# Estimating the real part of a dielectric function from the outline of its absorption

## The decision: one refractive index or a curve

A film of SnSe₂ lies flat on a wafer, and its thickness is to be read from the optical path of infrared light inside it. The optical path is refractive index times thickness, so any error in the index goes straight into the thickness. The practical choice is whether one index will do for the whole infrared range or whether its change with photon energy must be included.

In a transparent material the index is the square root of the real part of the dielectric function. For light polarised in the layers, the calculation below gives 13.7 at zero photon energy and 15.1 at 0.8 eV. The ratio is 1.10 and its square root 1.05, so a single index taken at zero energy would make the film appear about 5 % too thick at 0.8 eV. The change can be estimated by hand once the rough shape of the absorption is known.

Dielectric function of SnSe2 (CdI2 type, P-3m1, a = 3.839 Å, c = 6.011 Å) with the field in the layers (xx) or along c (zz). Calculated with Ansatz 0.2.0: scalar-relativistic PBE-D3(BJ), plane-wave PAW, cutoff 420 eV, ground-state k mesh 12×12×6. The spectra are for independent particles, without local fields or excitons, and are broadened by 0.1 eV.

| photon energy (eV) | dielectric imaginary xx | dielectric imaginary zz | dielectric real xx | dielectric real zz |
| --- | --- | --- | --- | --- |
| 0 | 0 | 0 | 13.7 | 15.2 |
| 0.2 | 0 | 0 | 13.8 | 15.3 |
| 0.4 | 0 | 0 | 14.0 | 15.7 |
| 0.6 | 0 | 0 | 14.4 | 16.4 |
| 0.8 | 0 | 0.28 | 15.1 | 18.1 |
| 1.0 | 0.05 | 1.42 | 16.5 | 19.8 |
| 1.2 | 2.25 | 4.09 | 19.1 | 24.2 |
| 1.4 | 5.18 | 13.2 | 18.2 | 23.4 |
| 1.6 | 6.42 | 16.7 | 17.5 | 16.9 |
| 1.8 | 7.53 | 16.6 | 17.1 | 12.5 |
| 2.0 | 9.63 | 17.2 | 17.9 | 9.06 |
| 2.2 | 13.1 | 14.7 | 13.8 | 3.06 |
| 2.4 | 10.9 | 9.84 | 11.4 | 2.48 |
| 2.6 | 9.17 | 7.06 | 12.8 | 4.04 |
| 2.8 | 12.9 | 7.32 | 14.7 | 5.32 |
| 3.0 | 15.7 | 6.34 | 9.89 | 4.41 |
| 3.2 | 12.6 | 4.32 | 8.95 | 5.54 |
| 3.4 | 13.2 | 3.52 | 9.35 | 7.98 |
| 3.6 | 14.9 | 4.91 | 9.55 | 10.4 |
| 3.8 | 17.5 | 6.80 | 6.52 | 11.4 |
| 4.0 | 16.4 | 8.47 | 2.88 | 11.7 |
| 4.2 | 13.6 | 9.54 | 2.30 | 13.2 |
| 4.4 | 13.8 | 15.7 | 3.70 | 15.5 |
| 4.6 | 15.8 | 22.3 | 2.18 | 8.30 |
| 4.8 | 15.7 | 19.6 | -0.19 | 1.76 |
| 5.0 | 15.3 | 17.4 | -2.78 | -0.58 |
| 5.2 | 13.0 | 15.9 | -4.82 | -0.68 |
| 5.4 | 11.0 | 15.7 | -5.39 | -4.62 |
| 5.6 | 9.11 | 12.6 | -6.14 | -5.93 |
| 5.8 | 7.00 | 10.3 | -5.72 | -6.22 |
| 6.0 | 5.68 | 8.50 | -4.53 | -6.01 |
| 6.2 | 5.64 | 7.21 | -3.99 | -5.68 |
| 6.4 | 4.87 | 6.12 | -3.98 | -5.44 |
| 6.6 | 4.30 | 5.03 | -3.34 | -5.14 |
| 6.8 | 3.81 | 3.81 | -3.23 | -4.68 |
| 7.0 | 3.18 | 3.02 | -2.60 | -3.64 |
| 7.2 | 2.89 | 2.82 | -1.90 | -2.75 |
| 7.4 | 2.81 | 2.54 | -1.12 | -2.23 |
| 7.6 | 3.09 | 2.27 | -0.58 | -1.33 |
| 7.8 | 3.36 | 2.62 | 0.28 | -0.18 |

## How absorption shapes the real part

The table describes the response of the electrons by two quantities. The imaginary part, ε₂, measures absorption; the real part, ε₁, measures how strongly the electrons are polarised in step with the field. The label xx stands for a field in the plane of the layers, zz for a field along c, across them. The photon energy is E.

Each electronic transition behaves like a driven spring. Light of lower energy than the transition drives it slowly, the electrons follow the field, and the transition adds to ε₁. Light of higher energy drives it too fast, the electrons move against the field, and the transition takes something away from ε₁. The value of ε₁ at a given photon energy is therefore a balance between the transitions above it and those below it.

This accounts for the course of the in-plane column. At low energy all transitions lie above the photon energy and ε₁ is large. As the photon energy passes through the absorption band, more and more of them change sides, and from 4.8 to 7.6 eV ε₁ is negative. These negative values come from transitions between bands and are no sign of a metal.

## From the absorption band to a block

The exact form of this balance is the Kramers–Kronig relation. It adds up the absorption at every energy E′, weighted by E′/(E′² − E²), multiplies the sum by 2/π and adds 1 for empty space. If the absorption is replaced by a flat block of height h between the energies a and b, the integral can be done on paper:

ε₁(E) ≈ C + (h/π) · ln |(b² − E²)/(a² − E²)|

The constant C holds the 1 of empty space and the effect of absorption outside the block. It also takes up some of the error made by flattening the real band. Treating it as constant is an approximation, best when the neglected absorption lies far from the photon energy of interest.

The in-plane absorption suits such a block. It is ragged, but from 1.6 to 5.8 eV it stays above 6, and in all other rows of the table it stays below. The mean from 1.6 to 5.8 eV is 12.5, and within the table half of this mean selects the same rows again. Beyond the table the absorption recovers and reaches 6.5 at 8.2 eV, slightly above both limits. The block covers only the main band and leaves this later rise to C, so the rule becomes less safe as the photon energy comes near it. With the edges placed halfway to the next row, a = 1.5 eV and b = 5.9 eV, and h/π is 3.97.

One known value of ε₁ fixes the constant. At zero energy the logarithm is ln(5.9²/1.5²) = 2.74, so the block supplies 3.97 × 2.74 = 10.9. The table has 13.7 there, which leaves C = 2.83. This row belongs to the broadened curve. The rule thus needs three numbers from the absorption curve and one from the real part.

## A row below the absorption: 0.6 eV

The photon energy squared is 0.36, and the squared edges are 2.25 and 34.81.

1. Upper edge: 34.81 − 0.36 = 34.45.
2. Lower edge: 2.25 − 0.36 = 1.89.
3. Ratio: 34.45/1.89 = 18.2, with the logarithm 2.90.
4. Estimate: 2.83 + 3.97 × 2.90 = 14.3.

The table has 14.4. The real part of this row played no role in setting the constants. Over the rows from 0.2 to 0.8 eV the rule is never off by more than 0.15, which is about 1 % of ε₁ and half that in the refractive index. For the film, this is good enough to replace the single index by a curve. Part of the agreement comes from two errors that oppose each other: the block leaves out the weaker absorption below 1.5 eV, but from 1.6 to 2.0 eV it is higher than the real band. With another outline the match could be less close.

## Why the onset controls the rise

Well below the absorption the logarithm can be expanded, and the rise of ε₁ above its value at zero energy becomes

rise ≈ (h/π) · E² · (1/a² − 1/b²)

The lower edge enters as 1/a², the upper one as 1/b². Since (5.9/1.5)² is about 15, the lower edge counts some fifteen times as much as the upper one. The size of ε₁ depends on the whole absorption band, but for a given height of the band, its change through the infrared depends mainly on where the band begins.

A simpler shortcut makes this visible. It replaces the whole band by a single oscillator, here placed at the centre of the block, 3.7 eV, and matched to the same value at zero energy. Up to 0.8 eV it gives a rise of 0.62, while the table has 1.4 and the block gives 1.25. The single oscillator gives the right ε₁ at zero energy but has no transitions near the onset, and these are the ones that respond most when the photon energy approaches them. Placed at a lower energy it could match the rise, but that place would have to be fitted and couldn't be read off as the centre of the band.

## A row above the absorption: 7.0 eV

The same four numbers serve on the far side of the band. The photon energy squared is now 49, larger than both squared edges, and only absolute values count in the logarithm.

1. Upper edge: 49 − 34.81 = 14.19.
2. Lower edge: 49 − 2.25 = 46.75.
3. Ratio: 14.19/46.75 = 0.304, with the logarithm −1.19.
4. Estimate: 2.83 − 3.97 × 1.19 = −1.9.

The table has −2.6. The rule finds the negative sign and the rough size, because most of the strong absorption now lies below the photon energy. The error of 0.7 is small beside the total change of ε₁ across the band, but it is more than a quarter of the value itself. Where ε₁ passes through zero, even the sign of the estimate is unsafe.

## What the block leaves out: 2.8 eV

Inside the absorption band the rule gives the general descent and misses the bumps. The worst case away from the edges is 2.8 eV, where the rule gives 9.1 and the table 14.7. The absorption column shows the main reason: a peak stands at 3.0 eV, just above this photon energy, and a dip at 2.6 eV, just below it. More transitions than in the flat block follow the field, fewer move against it, and both lift ε₁. One row later, at 3.0 eV, the real part has dropped to 9.89.

Each of the four in-plane peaks, at 2.2, 3.0, 3.8 and 4.6 eV, leaves such a mark, a rise of ε₁ before it and a fall across it. A flat block has no peaks and so has no marks of this kind. A reader who sees a peak in the absorption can correct the estimate upwards just below it: in the row before each of these peaks the table lies above the rule. A downward correction just above a peak is less safe. It would help after the last two peaks and hurt after the first two. The size of the correction is uncertain too, since steps of 0.2 eV show the peaks only coarsely.

The block also has edges that the real band lacks. At a sharp edge the logarithm runs to infinity, whereas the true absorption grows and fades gradually. In the two rows beside each edge the error reaches 5.9, and there the rule shouldn't be used.

Over the other 35 rows, with the zero-energy row left out because it sets C, the root-mean-square error is 1.9. The tabulated values themselves scatter about their mean by 8.2. Inside the block the typical error is 2.3, above it 0.9. For a field in the plane, the rule is thus precise in the transparent range and a sketch elsewhere.

The Kramers–Kronig relation is built into the calculation, so this agreement is no test of the relation. What it shows is how coarse an outline of the absorption is enough.

## Along c: a staircase instead of a block

For a field along c the absorption has a different outline. Two strong bands are separated by a valley, which reaches its lowest value of 3.52 at 3.4 eV. The real part answers with a double swing. It falls to 2.48 at 2.4 eV, once most of the first band has been passed, and climbs back to 15.5 at 4.4 eV, just before the peak of the second.

A single block can't produce that recovery. The cure is to draw the absorption as a staircase, with one logarithm for each level and a single constant again set at zero energy. The steps lie at 1.3, 2.3, 4.3 and 6.1 eV, and the mean heights between them are 15.7, 6.8 and 15.3.

On the 31 rows that are not next to a step, the zero-energy row again left out, the root-mean-square error falls from 3.0 with one block to 1.9 with the staircase. The largest error that remains is 4.2. The two ends of the swing, at 2.4 and 4.4 eV, lie next to steps and are not among the rows judged. Averaged over the rows judged, two further levels thus bring the c direction to about the accuracy that one block reaches in the plane. Just below the absorption the staircase does less well than the in-plane block, because it leaves out the weak absorption below its first step. The number of levels should follow the number of clear bands and valleys in the absorption, not the number of small peaks.

## The neighbour SnS₂

In a simple chemical picture, the absorption of SnSe₂ begins with electrons going from selenium p states to empty states made of tin s and selenium p. SnS₂ has the same type of layers, but the p electrons of sulphur are bound more tightly and the gap is wider. Its absorption block therefore begins at a higher energy.

If the height, the upper end and C stayed similar, the rule would give SnS₂ a smaller ε₁ at zero energy and a much flatter rise through the infrared. The rise reacts more strongly because it contains the onset as 1/a². A single refractive index would then serve over a wider range than in SnSe₂.

## Using the rule on a real film

The constants found here belong to the calculated crystal. The PBE functional makes the gap too small, so the absorption starts too early, and both ε₁ and its rise in the infrared tend to come out too large. The attraction between electron and hole is also left out, which changes the strength of the absorption near the onset. The tabulated real part includes only transitions to the bands that were solved, so the share of still higher bands is missing. Lattice vibrations are not included either. They change the index in the far infrared, so the value at zero energy stands for the transparent range above them. That the calculated crystal is transparent there at all rests on the k points sampled. They show a gap of 0.35 eV, but a crossing of the bands between them may have been missed.

The order of the two directions needs similar care. At zero energy the table has a larger ε₁ along c than in the plane, 15.2 against 13.7. Local fields, which the calculation omits, usually weaken the response across the layers most and could reverse this order.

The recipe itself can be carried over, because the Kramers–Kronig relation holds for measured spectra too. For a real film, the edges and the height should come from its measured ε₂, whose shape differs from that of the absorption coefficient, and C from one index measured in the transparent range. The lower edge deserves the most careful reading. It marks where the absorption has become strong and isn't the band gap. With the block used here, moving this edge up by 10 % would lower the infrared rise by about a fifth.
